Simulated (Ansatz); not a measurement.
TiO2:

```
Ti O
1.0
     6.15358   -1.88347    0.00000
     6.15358    1.88347    0.00000
    -1.92833    0.00000    6.32897
Ti O
4 8
Direct
  0.90007 0.90007 0.28960
  0.19529 0.19529 0.28376
  0.09993 0.09993 0.71040
  0.80471 0.80471 0.71624
  0.36193 0.36193 0.29340
  0.26349 0.26349 0.65250
  0.86719 0.86719 0.99529
  0.73651 0.73651 0.34750
  0.94165 0.94165 0.63002
  0.13281 0.13281 0.00471
  0.63807 0.63807 0.70660
  0.05835 0.05835 0.36998
```

The cell comes from a database or a generator and needn't be the stable form of this composition.

| Item | Value |
| --- | --- |
| Program | Ansatz 0.2.0 |
| Task | relaxation of cell and atoms |
| Functional | PBEsol |
| Potentials or basis | Ansatz PAW |
| Cutoff | 420 eV (not typed: the program's choice for these potentials) |
| k mesh | 8 × 8 × 4 |
| Occupations | fermi-dirac, width 0.05 eV |
| Spin | no spin polarisation |

At the start: volume 12.23 Å³/atom.

Question: Where does the relaxation end?

Answer: It ends after 9 steps and the volume is 11.81 Å³/atom (-3.4 %); space group C2/m (No. 12, to 0.05 Å).

The path:
```
step  energy change (eV)  largest force (eV/Å)  volume (Å³)
   1              0.0000                0.1534       146.71
   2             -0.1140                0.0495       143.06
   3             -0.1268                0.0421       141.79
   4             -0.1267                0.0310       141.85
   5             -0.1268                0.0072       141.88
   6             -0.1268                0.0017       141.88
   7             -0.1094                0.0019       141.88
   8             -0.1103                0.0013       141.72
   9             -0.1096                0.0014       141.72
```

Final structure:
```
Ti O
1.0
     6.07989   -1.86505    0.00014
     6.07989    1.86505    0.00014
    -1.90509    0.00000    6.24887
Ti O
4 8
Direct
  0.89907 0.89907 0.29149
  0.19508 0.19508 0.28366
  0.10093 0.10093 0.70851
  0.80492 0.80492 0.71634
  0.36176 0.36176 0.29490
  0.26379 0.26379 0.65179
  0.86620 0.86620 0.99655
  0.73621 0.73621 0.34821
  0.94172 0.94172 0.63010
  0.13380 0.13380 0.00345
  0.63824 0.63824 0.70510
  0.05828 0.05828 0.36990
```

Caveat: the plane-wave basis is chosen anew once the cell has moved, so the energies of steps on either side of that aren't comparable; the pressure holds a Pulay correction of +0.7 GPa for the finite cutoff; the PAW data sets come from PBE, with cores solved anew for the run's functional, which leaves a small shift of forces and pressure.
